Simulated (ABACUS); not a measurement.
# WC (Qusongite): equation of state with PBE

Crystal: WC (Qusongite).

```
W C
1.0
     2.90650    0.00000    0.00000
    -1.45325    2.51710    0.00000
     0.00000    0.00000    2.83660
W C
1 1
Direct
  0.00000 0.00000 0.00000
  0.66667 0.33333 0.50000
```

* Program: ABACUS 3.10.1
* Task: equation of state
* Functional: PBE
* Potentials or basis: PseudoDojo NC SR 0.4.1 PBE standard
* Cutoff: 1116 eV
* Density cutoff: 4463 eV
* Basis: plane waves
* k mesh: 7 × 7 × 6
* Occupations: fermi-dirac, width 0.05 eV
* Spin: no spin polarisation

* Equilibrium volume: 10.54 Å³/atom
* Bulk modulus at fixed shape and positions: 388 GPa
* Pressure derivative of the bulk modulus: 4.3 (rough: it moves with the points fitted)

Energy against volume, from the lowest point:
```tsv
volume (Å³/atom)	energy (meV/atom)
9.754	80.93
10.169	16.57
10.584	0.00
10.999	22.26
```

All runs of the series together: 13 s on 4 threads of Intel(R) Xeon(R) Platinum 8259CL CPU @ 2.50GHz (Skylake/Cascade Lake), on a shared host.

Caveat: the k mesh is coarse (spacing up to 0.37 Å⁻¹), so the values aren't converged; the cell was scaled at fixed shape and fractional positions, which overstates the stiffness of a crystal with free parameters, most of all of layers and chains. The run has no spin-orbit coupling, so splittings on W are missing.
